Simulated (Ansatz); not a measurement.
What uniaxial stress, 2 GPa tension along z does to CsPbI3

Start from CsPbI3 in the cubic perovskite structure (space group Pm-3m, No. 221; a = 6.390 Å). Axes: x, y, z lie along the cube axes.

One thing is altered: uniaxial stress, 2 GPa tension along z; all other stress components relax to zero.

Calculations: PBE, PAW, 420 eV (Ansatz, an electronic-structure program; no spin-orbit coupling). Settings: 5×5×5 k-points, 0.05 eV Fermi–Dirac smearing.

| quantity | base | changed | shift |
|---|---|---|---|
| volume per atom | 52.20 Å³ | 57.59 Å³ | +5.39 Å³ |
| space group | Pm-3m (No. 221) | P4/mmm (No. 123) | – |
| shortest interatomic distance | 3.195 Å | 3.151 Å | -0.044 Å |
| energy relative to the base (free energy F) | 0 meV/atom | +57 meV/atom | +57 meV/atom |
| band gap | 1.48 eV | 1.19 eV | -0.29 eV |
| gap character | – | direct at A | – |
| electron mass | – | 0.12 mₑ along z, 0.64 mₑ across (at R) | – |
| hole mass | 0.15 mₑ (at R) | 0.67 mₑ along z, 0.13 mₑ across (at R) | – |
| strain response (xx, yy, zz) | – | (−1.39, −1.39, +13.45) % | – |

Final structure:

```yaml
crystal:
  lattice:
    - [6.30196, 0.00000, 0.00000]
    - [0.00000, 6.30196, 0.00000]
    - [0.00000, 0.00000, 7.25021]
  atoms:
    - { symbol: Cs, position: [0.00000, 0.00000, 0.00000] }
    - { symbol: Pb, position: [0.50000, 0.50000, 0.50000] }
    - { symbol: I, position: [0.00000, 0.50000, 0.50000] }
    - { symbol: I, position: [0.50000, 0.50000, 0.00000] }
    - { symbol: I, position: [0.50000, 0.00000, 0.50000] }
```

Cost of the whole job for the changed cell (relaxation, final SCF and bands): about 2.8 core-minutes (a rough figure).

With I and Pb present, leaving out spin-orbit coupling can change the band edges. Masses are band curvatures over ±0.01 Å⁻¹ around the edge. Beyond what the load breaks, stability against distortions was not tested. Many cubic perovskites are stable only at high temperature; tilts and polar distortions were not tested. This is not the structure that CsPbI3 has at room temperature and ambient pressure. Labels are those of the standard path for the cell's own space group.
